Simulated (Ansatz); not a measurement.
# Pb: strong compression

An exercise on one series of results from a longer session: the logs are not shown, and one member is left open.

Computed with Ansatz 0.2.0 (DFT PBE, with the methods named in each step, unless a step's input says otherwise).

## Starting point

The structure is cubic, space group Fd-3m (No. 227). The conventional cell has a = 6.834 Å, b = 6.834 Å, c = 6.834 Å, α = 90.00°, β = 90.00°, γ = 90.00°. Pb (site symmetry -43m) is surrounded by 4 Pb at 2.96 Å.

As a file:

```
Pb
1.0
     0.00000    3.41689    3.41689
     3.41689    0.00000    3.41689
     3.41689    3.41689    0.00000
Pb
2
Direct
  0.87500 0.87500 0.87500
  0.12500 0.12500 0.12500
```

Whether this phase is the stable one at these pressures isn't tested.

Atoms are numbered in the order of the input: Pb1, Pb2.

Set-up of the first run:

input.yaml

```yaml
crystal:
  lattice:
    - [0.0, 3.4168854378, 3.4168854378]
    - [3.4168854378, 0.0, 3.4168854378]
    - [3.4168854378, 3.4168854378, 0.0]
  atoms:
    - { symbol: Pb, position: [-0.125, -0.125, -0.125] }
    - { symbol: Pb, position: [0.125, 0.125, 0.125] }
kpoints:
  mp_grid: { grid: [11, 11, 11] }
scf:
  occupations: { method: fermi_dirac, width: 0.1 }
hamiltonian:
  xc: pbe
  pseudopotentials: { kind: paw }
output:
  forces: true
  stress: true
relax:
  f_tol: 0.005
  max_steps: 40
  cell: {}
```

Command:

```console
$ ansatz run input.yaml --threads 1 --pin off --max-ram 2048MiB --backend cpu --events-out ev --progress --plain --runs-dir out
```

Among the steps run: Cell relaxed at zero pressure, PAW; Volume scaled by 1, PAW; Volume scaled by 0.9, PAW; Volume scaled by 0.9, PAW (partial_waves polarizable); Volume scaled by 0.8, PAW; Volume scaled by 0.7, PAW; Volume scaled by 0.6, PAW; Volume scaled by 0.5, PAW; Volume scaled by 0.4, PAW; Volume scaled by 0.4, PAW (source ansatz).

One table of the session follows, with a row left open; its other results are not shown here.

| method | volume over the first | volume (Å³/atom) | pressure (GPa) |
| --- | --- | --- | --- |
| PAW | 1 | 44.027 | -0.01 |
| PAW | 0.9 | 39.624 | 3.40 |
| PAW | 0.8 | 35.222 | 9.57 |
| PAW | 0.7 | 30.819 | 21.20 |
| PAW | 0.6 | 26.416 | 44.43 |
| PAW | 0.5 | ? | ? |
| PAW | 0.4 | 17.611 | 217.89 |
| PAW (partial_waves polarizable) | 0.9 | 39.624 | 3.40 |
| PAW (source ansatz) | 0.4 | 17.611 | 218.13 |

**Question.** Estimate the row for PAW, 0.5.

**Answer.** volume (Å³/atom): 22.013; pressure (GPa): 94.62. In the column «volume (Å³/atom)» it lies between PAW (source ansatz), 0.4 (17.611) and PAW, 0.6 (26.416).
